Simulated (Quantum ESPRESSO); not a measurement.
# Al in Quantum ESPRESSO: work function with PBE

Aim: the work function of Al with PBE.

Program: Quantum ESPRESSO 7.5. These are calculated values, not measurements. Logs are shortened: lines on timing, memory, paths and dates and some standing lists are left out, and cuts for length are marked.

**1. Starting point**

The cell holds a slab with vacuum, 7 atoms: a = 2.827 Å, b = 2.827 Å, c = 28.779 Å, α = 90.00°, β = 90.00°, γ = 120.00°.

The slab is cut from a database's or a generator's crystal, which needn't be the stable form of the element.

**2. Work function, PBE**

Input file pw.in:

```
&CONTROL
  calculation = 'scf'
  prefix = 'pwscf'
  outdir = './tmp'
  pseudo_dir = './pseudo'
  tprnfor = .true.
  disk_io = 'low'
/
&SYSTEM
  ibrav = 0
  celldm(1) = 8
  nat = 7
  ntyp = 1
  ecutwfc = 40
  ecutrho = 200
  nbnd = 17
  occupations = 'smearing'
  smearing = 'mv'
  degauss = 0.00734986
/
&ELECTRONS
  conv_thr = 7d-09
  electron_maxstep = 150
  mixing_beta = 0.3
  mixing_mode = 'local-TF'
  diagonalization = 'rmm-davidson'
  tqr = .true.
/
ATOMIC_SPECIES
Al    26.9815 al_pbe_v1.uspp.F.UPF
CELL_PARAMETERS alat
  0.6678001636174  -0.0000000000000   0.0000000000000
 -0.3339000818113   0.5783319063456   0.0000000000000
  0.0000000000000   0.0000000000000   6.7980510621127
ATOMIC_POSITIONS crystal
Al     0.3333333300    0.6666666600    0.2606067865
Al     0.0000000000    0.0000000000    0.3404045243
Al     0.6666666700    0.3333333400    0.4202022622
Al     0.0000000000    0.0000000000    0.5000000000
Al     0.3333333300    0.6666666600    0.5797977378
Al     0.0000000000    0.0000000000    0.6595954757
Al     0.6666666700    0.3333333400    0.7393932135
K_POINTS automatic
11 11 1 0 0 0
```

Input file pp_density.in:

```
&INPUTPP
  prefix = 'pwscf'
  outdir = './tmp'
  filplot = 'density.dat'
  plot_num = 0
/
&PLOT
  nfile = 1
  filepp(1) = 'density.dat'
  iflag = 3
  output_format = 6
  fileout = 'density.cube'
/
```

Input file pp_potential.in:

```
&INPUTPP
  prefix = 'pwscf'
  outdir = './tmp'
  filplot = 'potential.dat'
  plot_num = 11
/
&PLOT
  nfile = 1
  filepp(1) = 'potential.dat'
  iflag = 3
  output_format = 6
  fileout = 'potential.cube'
/
```

Potentials or basis: GBRV 1.5 PBE.

Started as:

```console
$ OMP_NUM_THREADS=1 mpirun -n 2 pw.x -nk 2 -in pw.in > pw.out
$ OMP_NUM_THREADS=1 mpirun -n 1 pp.x -in pp_density.in > pp_density.out
$ OMP_NUM_THREADS=1 mpirun -n 1 pp.x -in pp_potential.in > pp_potential.out
```

pw.out:

```text
This program is part of the open-source Quantum ESPRESSO suite
     for quantum simulation of materials; please cite
         "P. Giannozzi et al., J. Phys.:Condens. Matter 21 395502 (2009);
         "P. Giannozzi et al., J. Phys.:Condens. Matter 29 465901 (2017);
         "P. Giannozzi et al., J. Chem. Phys. 152 154105 (2020);
     in publications or presentations arising from this work. More details at

     Message from routine setup:
     using ibrav=0 with symmetry is DISCOURAGED, use correct ibrav instead

     K-points division:     npool     =       2
     Subspace diagonalization in iterative solution of the eigenvalue problem:
     a serial algorithm will be used

     G-vector sticks info
     --------------------
     sticks:   dense  smooth     PW     G-vecs:    dense   smooth      PW
     Sum         385     313     97                63905    46023    7947

     Using Slab Decomposition

     bravais-lattice index     =            0
     lattice parameter (alat)  =       8.0000  a.u.
     unit-cell volume          =    1344.2438 (a.u.)^3
     number of atoms/cell      =            7
     number of atomic types    =            1
     number of electrons       =        21.00
     number of Kohn-Sham states=           17
     kinetic-energy cutoff     =      40.0000  Ry
     charge density cutoff     =     200.0000  Ry
     scf convergence threshold =      7.0E-09
     mixing beta               =       0.3000
     number of iterations used =            8  local-TF  mixing
     Exchange-correlation= SLA  PW   PBE  PBE
                           (   1   4   3   4   0   0   0)

     celldm(1)=   8.000000  celldm(2)=   0.000000  celldm(3)=   0.000000
     celldm(4)=   0.000000  celldm(5)=   0.000000  celldm(6)=   0.000000

     crystal axes: (cart. coord. in units of alat)
               a(1) = (   0.667800  -0.000000   0.000000 )
               a(2) = (  -0.333900   0.578332   0.000000 )
               a(3) = (   0.000000   0.000000   6.798051 )

     reciprocal axes: (cart. coord. in units 2 pi/alat)
               b(1) = (  1.497454  0.864555 -0.000000 )
               b(2) = (  0.000000  1.729111 -0.000000 )
               b(3) = ( -0.000000 -0.000000  0.147101 )

     PseudoPot. # 1 for Al read from file:
     al_pbe_v1.uspp.F.UPF
     Pseudo is Ultrasoft + core correction, Zval =  3.0
     Generated by new atomic code, or converted to UPF format
     Using radial grid of  893 points,  3 beta functions with:
                l(1) =   0
                l(2) =   1
                l(3) =   2
     Q(r) pseudized with  8 coefficients,  rinner =    0.900   0.900   0.900
                                                       0.900   0.900

     atomic species   valence    mass     pseudopotential
     Al                3.00    26.98150     Al( 1.00)

     12 Sym. Ops., with inversion, found

   Cartesian axes

     site n.     atom                  positions (alat units)
         1        Al     tau(   1) = (  -0.0000000   0.3855546   1.7716182  )
         2        Al     tau(   2) = (   0.0000000   0.0000000   2.3140873  )
         3        Al     tau(   3) = (   0.3339001   0.1927773   2.8565564  )
         4        Al     tau(   4) = (   0.0000000   0.0000000   3.3990255  )
         5        Al     tau(   5) = (  -0.0000000   0.3855546   3.9414946  )
         6        Al     tau(   6) = (   0.0000000   0.0000000   4.4839637  )
         7        Al     tau(   7) = (   0.3339001   0.1927773   5.0264328  )

     number of k points=    16  Marzari-Vanderbilt smearing, width (Ry)=  0.0073
                       cart. coord. in units 2pi/alat
        k(    1) = (   0.0000000   0.0000000   0.0000000), wk =   0.0165289
        k(    2) = (   0.0000000   0.1571919   0.0000000), wk =   0.0991736
        k(    3) = (   0.0000000   0.3143838   0.0000000), wk =   0.0991736
        k(    4) = (   0.0000000   0.4715757   0.0000000), wk =   0.0991736
        k(    5) = (   0.0000000   0.6287676   0.0000000), wk =   0.0991736
        k(    6) = (   0.0000000   0.7859595   0.0000000), wk =   0.0991736
[... 8 lines left out ...]
        k(   15) = (   0.4083965   0.7073635   0.0000000), wk =   0.0991736
        k(   16) = (   0.4083965   0.8645554   0.0000000), wk =   0.0991736

     Dense  grid:    63905 G-vectors     FFT dimensions: (  25,  25, 250)

     Smooth grid:    46023 G-vectors     FFT dimensions: (  24,  24, 225)
     Real space treatment of Q(r)

     Initializing real-space augmentation for DENSE grid
     Message from routine real_space_q:
     integrated real space q too different from target q
     Largest difference:   0.001434 for atom type # 1

     Initial potential from superposition of free atoms

     starting charge      20.9827, renormalised to      21.0000

     negative rho (up, down):  1.008E-04 0.000E+00
     Starting wfcs are   28 randomized atomic wfcs

     Self-consistent Calculation

     iteration #  1     ecut=    40.00 Ry     beta= 0.30
     Davidson diagonalization with overlap
     ethr =  1.00E-02,  avg # of iterations =  4.2

     negative rho (up, down):  1.416E-06 0.000E+00

     total energy              =     -46.92706819 Ry
     estimated scf accuracy    <       0.71040299 Ry

     iteration #  2     ecut=    40.00 Ry     beta= 0.30
     Davidson diagonalization with overlap
     ethr =  3.38E-03,  avg # of iterations =  1.1

     total energy              =     -46.87398048 Ry
     estimated scf accuracy    <       0.47061872 Ry

     iteration #  3     ecut=    40.00 Ry     beta= 0.30
     RMM-DIIS diagonalization
     ethr =  2.24E-03,  avg # of iterations =  2.5

     total energy              =     -46.89718343 Ry
     estimated scf accuracy    <       0.01691710 Ry

     iteration #  4     ecut=    40.00 Ry     beta= 0.30
     RMM-DIIS diagonalization
     ethr =  8.06E-05,  avg # of iterations =  3.1

     negative rho (up, down):  9.146E-05 0.000E+00

     total energy              =     -46.89634689 Ry
     estimated scf accuracy    <       0.01164901 Ry

     iteration #  5     ecut=    40.00 Ry     beta= 0.30
     Davidson diagonalization with overlap
     ethr =  5.55E-05,  avg # of iterations =  5.1

     negative rho (up, down):  8.046E-04 0.000E+00

     total energy              =     -46.89535159 Ry
     estimated scf accuracy    <       0.02388874 Ry

     iteration #  6     ecut=    40.00 Ry     beta= 0.30
     RMM-DIIS diagonalization
     ethr =  5.55E-05,  avg # of iterations =  2.6

     total energy              =     -46.89569482 Ry
     estimated scf accuracy    <       0.01054269 Ry

     iteration #  7     ecut=    40.00 Ry     beta= 0.30
     RMM-DIIS diagonalization
     ethr =  5.02E-05,  avg # of iterations =  2.5

     negative rho (up, down):  3.746E-03 0.000E+00

     total energy              =     -46.89465116 Ry
     estimated scf accuracy    <       0.01154498 Ry

     iteration #  8     ecut=    40.00 Ry     beta= 0.30
     RMM-DIIS diagonalization
     ethr =  5.02E-05,  avg # of iterations =  2.6

     negative rho (up, down):  6.354E-04 0.000E+00

     total energy              =     -46.89506743 Ry
     estimated scf accuracy    <       0.00226844 Ry

     iteration #  9     ecut=    40.00 Ry     beta= 0.30
     RMM-DIIS diagonalization
     ethr =  1.08E-05,  avg # of iterations =  2.6

     negative rho (up, down):  6.473E-03 0.000E+00

     total energy              =     -46.89444895 Ry
     estimated scf accuracy    <       0.00355518 Ry

     iteration # 10     ecut=    40.00 Ry     beta= 0.30
     Davidson diagonalization with overlap
     ethr =  1.08E-05,  avg # of iterations =  4.9

     negative rho (up, down):  1.294E-03 0.000E+00

     total energy              =     -46.89482965 Ry
     estimated scf accuracy    <       0.00071204 Ry

     iteration # 11     ecut=    40.00 Ry     beta= 0.30
     RMM-DIIS diagonalization
     ethr =  3.39E-06,  avg # of iterations =  2.7

     negative rho (up, down):  1.962E-04 0.000E+00

     total energy              =     -46.89484253 Ry
     estimated scf accuracy    <       0.00014369 Ry

     iteration # 12     ecut=    40.00 Ry     beta= 0.30
     RMM-DIIS diagonalization
     ethr =  6.84E-07,  avg # of iterations =  2.9

     negative rho (up, down):  2.159E-04 0.000E+00

     total energy              =     -46.89486526 Ry
     estimated scf accuracy    <       0.00003694 Ry

     iteration # 13     ecut=    40.00 Ry     beta= 0.30
     RMM-DIIS diagonalization
     ethr =  1.76E-07,  avg # of iterations =  2.7

     negative rho (up, down):  1.762E-04 0.000E+00

     total energy              =     -46.89486363 Ry
     estimated scf accuracy    <       0.00002473 Ry

     iteration # 14     ecut=    40.00 Ry     beta= 0.30
     RMM-DIIS diagonalization
     ethr =  1.18E-07,  avg # of iterations =  2.6

     negative rho (up, down):  1.218E-04 0.000E+00

     total energy              =     -46.89486795 Ry
     estimated scf accuracy    <       0.00000067 Ry

     iteration # 15     ecut=    40.00 Ry     beta= 0.30
     Davidson diagonalization with overlap
     ethr =  3.19E-09,  avg # of iterations =  5.0

     negative rho (up, down):  1.099E-04 0.000E+00

     total energy              =     -46.89486760 Ry
     estimated scf accuracy    <       0.00000005 Ry

     iteration # 16     ecut=    40.00 Ry     beta= 0.30
     RMM-DIIS diagonalization
     ethr =  2.37E-10,  avg # of iterations =  2.7

     negative rho (up, down):  1.152E-04 0.000E+00

     total energy              =     -46.89486737 Ry
     estimated scf accuracy    <       0.00000002 Ry

     iteration # 17     ecut=    40.00 Ry     beta= 0.30
     RMM-DIIS diagonalization
     ethr =  1.08E-10,  avg # of iterations =  2.6

     negative rho (up, down):  1.199E-04 0.000E+00

     total energy              =     -46.89486751 Ry
     estimated scf accuracy    <       0.00000003 Ry

     iteration # 18     ecut=    40.00 Ry     beta= 0.30
     RMM-DIIS diagonalization
     ethr =  1.08E-10,  avg # of iterations =  2.6

     negative rho (up, down):  1.200E-04 0.000E+00

     End of self-consistent calculation

          k = 0.0000 0.0000 0.0000 (  5845 PWs)   bands (ev):

    -8.3912  -8.0113  -7.3685  -6.4911  -5.3970  -4.0736  -2.4889  -1.0480
     0.8723   2.7741   4.5986   6.0290   6.5847   7.7123   7.7458   9.7864
     9.7953

          k = 0.0000 0.1572 0.0000 (  5799 PWs)   bands (ev):

    -8.1872  -7.8077  -7.1656  -6.2893  -5.1963  -3.8744  -2.2904  -0.8556
     1.0630   2.9613   4.7838   6.2173   6.7857   7.8940   7.9382   9.9289
     9.9527

          k = 0.0000 0.3144 0.0000 (  5769 PWs)   bands (ev):

    -7.5769  -7.1987  -6.5586  -5.6855  -4.5963  -3.2790  -1.6987  -0.2798
     1.6289   3.5087   5.3107   6.6749   7.3648   7.5419   7.8069   8.3036
     8.5392

          k = 0.0000 0.4716 0.0000 (  5755 PWs)   bands (ev):

    -6.5648  -6.1889  -5.5525  -4.6853  -3.6029  -2.2954  -0.7293   0.6720
     2.5085   4.0021   4.4355   4.8578   5.1955   5.9954   6.5089   7.0124
     7.8318

          k = 0.0000 0.6288 0.0000 (  5722 PWs)   bands (ev):

    -5.1595  -4.7869  -4.1562  -3.2998  -2.2308  -0.9520   0.4576   1.4816
     1.6441   1.8980   2.4957   3.1829   4.0002   4.2806   5.4394   5.9096
     6.9336
[... 45 lines left out ...]
    -4.5612  -4.1903  -3.5622  -2.7109  -1.6479  -0.3806   1.0036   2.0412
     2.2069   2.4384   3.0554   3.6828   3.8625   4.1680   4.5420   4.8944
     5.2056

          k = 0.2723 0.7860 0.0000 (  5721 PWs)   bands (ev):

    -2.7844  -2.4200  -1.8048  -1.0026  -0.6630  -0.3053  -0.0895   0.5553
     1.2033   1.3614   2.3607   2.8670   3.3717   3.6865   4.0301   4.3632
     4.8022

          k = 0.4084 0.7074 0.0000 (  5723 PWs)   bands (ev):

    -2.9797  -2.6140  -1.9954  -1.1687  -0.1459   0.9167   1.1110   1.3047
     1.6145   1.9446   2.0780   2.4137   2.7108   2.8581   3.8743   4.1431
     4.1653

          k = 0.4084 0.8646 0.0000 (  5712 PWs)   bands (ev):

    -1.0709  -1.0030  -0.6980  -0.6759  -0.1628  -0.0205   0.4174   1.0334
     1.1465   1.3775   1.4938   1.8923   2.3985   2.8829   3.1167   3.4600
     4.3564

     the Fermi energy is     2.9575 ev

!    total energy              =     -46.89486760 Ry
     estimated scf accuracy    <          7.3E-10 Ry
     smearing contrib. (-TS)   =      -0.00029960 Ry
     internal energy E=F+TS    =     -46.89456801 Ry

     The total energy is F=E-TS. E is the sum of the following terms:
     one-electron contribution =    -376.69143371 Ry
     hartree contribution      =     194.99286066 Ry
     xc contribution           =     -30.02659450 Ry
     ewald contribution        =     164.83059954 Ry

     convergence has been achieved in  18 iterations

     negative rho (up, down):  1.200E-04 0.000E+00

     Forces acting on atoms (cartesian axes, Ry/au):

     atom    1 type  1   force =     0.00000000   -0.00000000   -0.00574369
     atom    2 type  1   force =     0.00000000    0.00000000   -0.00210895
     atom    3 type  1   force =     0.00000000   -0.00000000   -0.00013905
     atom    4 type  1   force =     0.00000000    0.00000000    0.00000000
     atom    5 type  1   force =     0.00000000    0.00000000    0.00013905
     atom    6 type  1   force =     0.00000000    0.00000000    0.00210895
     atom    7 type  1   force =     0.00000000   -0.00000000    0.00574369

     Total force =     0.008655     Total SCF correction =     0.000042

=------------------------------------------------------------------------------=
   JOB DONE.
=------------------------------------------------------------------------------=
```

Run time: 26 s. Hardware: 2 MPI ranks of Arm Neoverse V2, shared host; peak memory 0.24 GiB.

What came out:

```yaml
Free_energy: -638.0372 eV
Largest_force: 0.148 eV/Å
Band_gap_on_the_k_mesh: none (metal or under the smearing width)
Work_function_of_the_upper_face: 3.96 eV
Work_function_of_the_lower_face: 3.96 eV
```

Forces in eV/Å, atoms in the order of the input:
```
Al   0.000  0.000 -0.148
Al   0.000  0.000 -0.054
Al   0.000  0.000 -0.004
Al   0.000  0.000  0.000
Al   0.000  0.000  0.004
Al   0.000  0.000  0.054
Al   0.000  0.000  0.148
```

Caveat: real space augmentation costs some meV and hundredths of eV per Å.
